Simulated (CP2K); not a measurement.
The system is CdTe.

```
Te Cd
1.0
     4.53255    0.00000    0.00000
     2.26628    3.92531    0.00000
     2.26628    1.30844    3.70082
Te Cd
1 1
Cartesian
  6.7988 3.9253 2.7756
  0.0000 0.0000 0.0000
```

Base run:

- Program: CP2K 2026.2
- Functional: revPBE
- Potentials or basis: POTENTIAL_UZH Te GTH-PBE-q6, Cd GTH-PBE-q12; TZVP-MOLOPT-PBE-GTH basis
- Density cutoff: 9184 eV
- k mesh: 7 × 7 × 7
- Occupations: fermi-dirac, width 0.05 eV
- Spin: no spin polarisation

Its results: band gap on the k mesh 0.97 eV, direct; pressure 5.8 GPa.

The run is repeated on the same cell with these changes: functional from revPBE to LDA. What comes out?

Band gap on the k mesh 0.61 eV, direct; pressure 1.9 GPa.

LDA binds more tightly than revPBE, so the same cell stands under less pressure.

Caveats: the potentials were made for another functional, which shifts forces and pressure; spin-orbit coupling is left out, which moves the levels of the heavy elements; the basis of atomic orbitals isn't converged, which shifts pressures, moduli and gaps.

